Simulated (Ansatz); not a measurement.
# Phases of TePb at 54 GPa

Structure types of TePb are relaxed in primitive cells with their symmetry kept at 54 GPa, on PAW files; LAPW relaxes the small cells further and takes the PAW cell for the others (marked *). The enthalpy is E + pV at zero temperature, without zero-point motion. Only the types listed were tried, and differences under about 5 meV/atom are mesh noise. The real phase may be another.

Level of theory: DFT with PBE, scalar-relativistic, in Ansatz 0.2.0; Fermi–Dirac smearing of 0.08 eV, no spin polarisation. LAPW: all electrons, basis error target 0.5 meV/atom; PAW: frozen-core files, cutoff 420 eV.

k meshes: rocksalt 13×13×13, CsCl 13×13×13, zincblende 13×13×13, wurtzite 10×10×5, NiAs 10×10×6.

Spin–orbit coupling is left out, which matters for the heavy atoms.

Question: Which type is lowest in enthalpy, and by how much?

Answer: CsCl, 141 meV/atom below distorted NiAs. The whole table:

```json
{"start type": "rocksalt", "ends as": "rocksalt, Fm-3m", "a, b, c (Å)": "5.599, 5.599, 5.599", "V (Å³/atom)": "21.94", "H − H(lowest), LAPW (meV/atom)": "601.2", "same, PAW": "601.3"}
{"start type": "CsCl", "ends as": "CsCl, Pm-3m", "a, b, c (Å)": "3.422, 3.422, 3.422", "V (Å³/atom)": "20.03", "H − H(lowest), LAPW (meV/atom)": "0.0", "same, PAW": "0.0"}
{"start type": "zincblende", "ends as": "zincblende, F-43m", "a, b, c (Å)": "5.954, 5.954, 5.954", "V (Å³/atom)": "26.39", "H − H(lowest), LAPW (meV/atom)": "3092.1", "same, PAW": "3092.4"}
{"start type": "wurtzite*", "ends as": "flat h-MgO, P6_3/mmc", "a, b, c (Å)": "4.567, 4.567, 5.518", "V (Å³/atom)": "24.93", "H − H(lowest), LAPW (meV/atom)": "2218.5", "same, PAW": "2218.7"}
{"start type": "NiAs*", "ends as": "distorted NiAs, P6_3/mmc", "a, b, c (Å)": "3.008, 3.008, 10.159", "V (Å³/atom)": "19.90", "H − H(lowest), LAPW (meV/atom)": "141.0", "same, PAW": "141.2"}
```

Question: Split the lead of CsCl over distorted NiAs into energy and pV.

Answer: For distorted NiAs less CsCl: ΔE = +186.7 meV/atom, and p·ΔV = 54 GPa × -0.1356 Å³ × 6.242 meV/(GPa·Å³) = -45.7 meV/atom, together 141.0 meV/atom. CsCl wins by its internal energy, though it is the less dense.
